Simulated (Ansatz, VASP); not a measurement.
# Cd2S: VASP beside Ansatz

INCAR

```
SYSTEM = Cd2S
ALGO     = Normal         ! electronic algorithm
EDIFF    = 1E-7           ! SCF threshold, eV
ENCUT    = 520            ! plane-wave cutoff, eV
GGA      = PE             ! functional
ISIF     = 2              ! what is computed and relaxed
ISMEAR   = -1             ! smearing method
LASPH    = .TRUE.         ! aspherical terms in the spheres
LCHARG   = .FALSE.        ! write CHGCAR
LREAL    = .FALSE.        ! projectors in reciprocal space
LWAVE    = .FALSE.        ! write WAVECAR
NBANDS   = 22             ! bands
NELM     = 60             ! most SCF steps
PREC     = Accurate       ! precision mode
SIGMA    = 0.05           ! smearing width, eV
```

KPOINTS

```
k-points
0
G
  8 8 5
  0 0 0
```

Contents of POSCAR:

```
Cd2S
1.0
    4.0148164244      0.0000000000      0.0000000000
   -2.0074082122      3.4769330151      0.0000000000
    0.0000000000      0.0000000000      5.8856375034
Cd S
2 1
Direct
    0.3333333333      0.6666666667      0.9327170000
    0.6666666667      0.3333333333      0.5787350000
    0.3333333333      0.6666666667      0.3657050000
```

File input.yaml:

```yaml
crystal:
  lattice:
    - [4.0148164244, 0.0, 0.0]
    - [-2.0074082122, 3.4769330151, 0.0]
    - [0.0, 0.0, 5.8856375034]
  atoms:
    - { symbol: Cd, position: [0.3333333333, 0.6666666667, 0.932717] }
    - { symbol: Cd, position: [0.6666666667, 0.3333333333, 0.578735] }
    - { symbol: S, position: [0.3333333333, 0.6666666667, 0.365705] }
hamiltonian:
  xc: pbe
  pseudopotentials: { kind: paw }
kpoints:
  mp_grid: { grid: [8, 8, 5] }
scf:
  occupations: { method: fermi_dirac, width: 0.05 }
output:
  forces: true
  stress: true
  eigenvalues: true
  write_density: true
  write_potential: true
  elf: true
  volumetric_format: npy
```

Change from the starting cell: volume scaled by 1.04.

Alike in both runs: task single point; functional PBE; k mesh 8 × 8 × 5; occupations fermi-dirac, width 0.05 eV; no spin polarisation.

|  | VASP | Ansatz |
| --- | --- | --- |
| version | VASP 6.6.1 | Ansatz 0.2.0 |
| potentials or method | VASP PAW PBE potentials, release 64 (Cd, S) | Ansatz PAW |
| plane-wave cutoff (eV) | 520 | 420 |
| valence electrons in the cell | 30 | 46 |

VASP gave:

| Quantity | Value |
| --- | --- |
| gap on the k mesh at the Fermi level (eV) | 0.27 |
| least direct gap on the mesh (eV) | 0.57 |
| pressure (GPa) | -1.4 |
| largest component of the traceless stress (GPa) | 0.46 |
| rms of the force components (eV/Å) | 0.078 |

Problem. Estimate Ansatz's values.

Solution. gap on the k mesh at the Fermi level (eV): 0.27; least direct gap on the mesh (eV): 0.57; pressure (GPa): -1.6; largest component of the traceless stress (GPa): 0.52; rms of the force components (eV/Å): 0.086.

Atom by atom the forces differ by 0.009 eV/Å (rms over components). With one functional, cell and mesh, what is left measures potentials, basis and numerics. The two sets of potentials don't hold the same shells in valence.

Caveats: an odd mesh through Γ misses points on the zone boundary, where band edges often lie (VASP); odd divisions of the mesh miss points on the zone boundary, where band edges often lie, so the gap on the mesh can be too wide (Ansatz).
